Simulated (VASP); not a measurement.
Set up this calculation in VASP 6.6.1, as the native input.

```yaml
Task: single point
Functional: PBE
Potentials_or_basis: VASP PAW PBE potentials, release 64 (Cu)
Cutoff: 520 eV
k_mesh: 4 × 4 × 4
Occupations: gaussian, width 0.1 eV
Spin: no spin polarisation
Further_INCAR_settings: ALGO = Fast; EDIFF = 1e-07
```

The structure of Cu lies in POSCAR:

```
Cu
1.0
    0.0000000000      1.8075000000      1.8075000000
    1.8075000000      0.0000000000      1.8075000000
    1.8075000000      1.8075000000      0.0000000000
Cu
1
Direct
    0.0000000000      0.0000000000      0.0000000000
```

One way to write it, as run:

INCAR

```
SYSTEM = Cu
ALGO = Fast
EDIFF = 1E-7
ENCUT = 520
GGA = PE
ISIF = 2
ISMEAR = 0
LASPH = .TRUE.
LCHARG = .FALSE.
LREAL = .FALSE.
LWAVE = .FALSE.
NELM = 60
PREC = Accurate
SIGMA = 0.1
```

KPOINTS

```
k-points
0
G
  4 4 4
  0 0 0
```

Potentials or basis: VASP PAW PBE potentials, release 64 (Cu).

Launch:

```bash
$ cat potpaw_PBE.64/Cu/POTCAR > POTCAR
$ mpirun -np 1 vasp_std > vasp.out
```

Results of the run:

| Quantity | Value |
| --- | --- |
| Pressure | 3.9 GPa |
| Band gap on the k mesh | none (metal or under the smearing width) |

Caveat: the k mesh is coarse (spacing up to 0.75 Å⁻¹), so the values aren't converged.

It took 2.8 s on 1 thread of Intel(R) Xeon(R) Platinum 8488C (Sapphire Rapids), with other jobs on the host, peak memory 0.11 GiB.
